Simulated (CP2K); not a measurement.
A run of CP2K 2026.2:

The input bp_bands.inp:

```
&GLOBAL
  PROJECT bp_bands
  RUN_TYPE ENERGY_FORCE
  PRINT_LEVEL LOW
&END GLOBAL
&FORCE_EVAL
  METHOD QS
  STRESS_TENSOR ANALYTICAL
  &DFT
    BASIS_SET_FILE_NAME BASIS_ccGRB_UZH
    POTENTIAL_FILE_NAME POTENTIAL_UZH
    &MGRID
      CUTOFF 450
      REL_CUTOFF 60
      NGRIDS 4
    &END MGRID
    &QS
      METHOD GPW
      EPS_DEFAULT 1.0E-9
    &END QS
    &KPOINTS
      SCHEME MONKHORST-PACK 10 10 10
      GAMMA_CENTERED T
      SYMMETRY T
      SYMMETRY_BACKEND SPGLIB
    &END KPOINTS
    &SCF
      SCF_GUESS ATOMIC
      EPS_SCF 1.0E-6
      MAX_SCF 100
      ADDED_MOS 10
      CHOLESKY OFF
      EPS_EIGVAL 1.0E-7
      &DIAGONALIZATION ON
        ALGORITHM STANDARD
      &END DIAGONALIZATION
      &MIXING ON
        METHOD BROYDEN_MIXING
        ALPHA 0.4
        BETA 1.5
        NBUFFER 8
      &END MIXING
      &SMEAR ON
        METHOD FERMI_DIRAC
        ELECTRONIC_TEMPERATURE 580.23
      &END SMEAR
    &END SCF
    &XC
      &XC_FUNCTIONAL
        &GGA_X_PBE
        &END GGA_X_PBE
        &GGA_C_PBE
        &END GGA_C_PBE
      &END XC_FUNCTIONAL
    &END XC
    &PRINT
      &KPOINTS ON
      &END KPOINTS
      &MULLIKEN ON
      &END MULLIKEN
      &MO ON
        ENERGIES T
        OCCUPATION_NUMBERS T
        &EACH
          QS_SCF 0
        &END EACH
        ADD_LAST NUMERIC
      &END MO
      &BAND_STRUCTURE
        FILE_NAME bands.bs
        ADDED_MOS 6
        &KPOINT_SET
          UNITS B_VECTOR
          NPOINTS 10
          SPECIAL_POINT GAMMA 0.00000000 0.00000000 0.00000000
          SPECIAL_POINT X 0.50000000 0.00000000 0.50000000
          SPECIAL_POINT W 0.50000000 0.25000000 0.75000000
          SPECIAL_POINT K 0.37500000 0.37500000 0.75000000
          SPECIAL_POINT GAMMA 0.00000000 0.00000000 0.00000000
          SPECIAL_POINT L 0.50000000 0.50000000 0.50000000
          SPECIAL_POINT U 0.62500000 0.25000000 0.62500000
          SPECIAL_POINT W 0.50000000 0.25000000 0.75000000
          SPECIAL_POINT L 0.50000000 0.50000000 0.50000000
          SPECIAL_POINT K 0.37500000 0.37500000 0.75000000
        &END KPOINT_SET
        &KPOINT_SET
          UNITS B_VECTOR
          NPOINTS 10
          SPECIAL_POINT U 0.62500000 0.25000000 0.62500000
          SPECIAL_POINT X 0.50000000 0.00000000 0.50000000
        &END KPOINT_SET
      &END BAND_STRUCTURE
    &END PRINT
  &END DFT
  &SUBSYS
    &CELL
      A 3.2088505730 0.0000000000 0.0000000000
      B 1.6044252865 2.7789461132 0.0000000000
      C 1.6044252865 0.9263153711 2.6200155216
      PERIODIC XYZ
    &END CELL
    &COORD
      P   4.8132758595 2.7789461132 1.9650116412
      B   0.0000000000 0.0000000000 0.0000000000
    &END COORD
    &KIND P
      BASIS_SET ccGRB-D-q5
      POTENTIAL GTH-PBE-q5
    &END KIND
    &KIND B
      BASIS_SET ccGRB-D-q3
      POTENTIAL GTH-PBE-q3
    &END KIND
    &PRINT
      &ATOMIC_COORDINATES ON
      &END ATOMIC_COORDINATES
      &CELL ON
      &END CELL
    &END PRINT
  &END SUBSYS
  &PRINT
    &FORCES ON
    &END FORCES
    &STRESS_TENSOR ON
    &END STRESS_TENSOR
  &END PRINT
&END FORCE_EVAL
```

Potentials or basis: POTENTIAL_UZH P GTH-PBE-q5, B GTH-PBE-q3; ccGRB-D basis.

The run is started by

```console
$ OMP_NUM_THREADS=1 cp2k.psmp -i bp_bands.inp -o bp_bands.out
```

Hardware: 1 thread of Arm Neoverse V2 (shared host).

**Question.** Estimate the wall time of this run.

**Answer.** Wall time 19 s on 1 thread of Arm Neoverse V2, on a shared host, peak memory 0.2 GiB. Counts: scf iterations 13, k points 47, basis 26, bands 14, force evaluations 1.
